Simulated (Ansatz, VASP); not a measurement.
## Two plane-wave programs on NaI

The input POSCAR:

```
NaI
1.0
    4.0405366932      0.0428296889      0.0000000000
    0.0428296889      4.0405366932      0.0000000000
    0.0000000000      0.0000000000      4.0405366932
Na I
1 1
Direct
    0.0000000000      0.0000000000      0.0000000000
    0.5000000000      0.5000000000      0.5000000000
```

File INCAR.step1:

```
PREC = Accurate
ENCUT = 520
EDIFF = 1E-5
ISMEAR = 0
SIGMA = 0.01
LREAL = False
LASPH = True
NELM = 100
ALGO = Normal
ISIF = 2
LWAVE = True
GGA = PE
NBANDS = 14
```

Contents of INCAR.step2:

```
PREC = Accurate
ENCUT = 520
EDIFF = 1E-6
ISMEAR = 0
SIGMA = 0.01
LREAL = False
LASPH = True
NELM = 100
ALGO = Normal
ISIF = 2
LWAVE = False
LCHARG = True
GGA = PE
LHFCALC = True
HFSCREEN = 0.2079
PRECFOCK = Normal
LELF = True
LVHAR = True
ISTART = 1
NBANDS = 14
```

The input KPOINTS:

```
Automatic mesh
0
Gamma
  4 4 4
```

Input for Ansatz:

```yaml
crystal:
  lattice:
    - [4.0405366932, 0.0428296889, 0.0]
    - [0.0428296889, 4.0405366932, 0.0]
    - [0.0, 0.0, 4.0405366932]
  atoms:
    - { symbol: Na, position: [0.0, 0.0, 0.0] }
    - { symbol: I, position: [0.5, 0.5, 0.5] }
kpoints:
  mp_grid: { grid: [4, 4, 4] }
  band_path:
    path: [[0.0, 0.0, 0.0], [0.0, 0.5, 0.0], [0.5, 0.5, 0.0], [0.5, 0.5, 0.5]]
    npoints: 1
hamiltonian:
  xc: hse06
scf:
  occupations: { method: fixed }
  n_extra_bands: 4
output:
  forces: true
  stress: true
  eigenvalues: true
```

Change from the starting cell: shear_xy strain +2.1%.

Alike in both runs: task single point; functional HSE06; k mesh 4 × 4 × 4; no spin polarisation.

```csv
,VASP,Ansatz
version,VASP 6.6.1,Ansatz 0.2.0
potentials or method,"VASP PAW PBE potentials, release 64 (Na_pv, I)","plane waves, PAW"
plane-wave cutoff (eV),520,420
occupations,"gaussian, width 0.01 eV",fixed
valence electrons in the cell,14,26
```

|  | VASP | Ansatz | Ansatz less VASP |
| --- | --- | --- | --- |
| gap on the k mesh at the Fermi level (eV) | 3.23 | 3.25 | +0.018 |
| pressure (GPa) | 0.2 | 0.2 | +0.01 |
| largest component of the traceless stress (GPa) | 0.08 | 0.09 | 0.000 |

The two sets of potentials don't hold the same shells in valence. Ansatz warned: «stress_exchange_threshold_loose».

Caveats: the PAW data sets were made with another functional, which shifts forces and pressure a little (VASP); spin-orbit coupling is left out, which moves the levels of the heavy elements. A k mesh can miss the band edges.
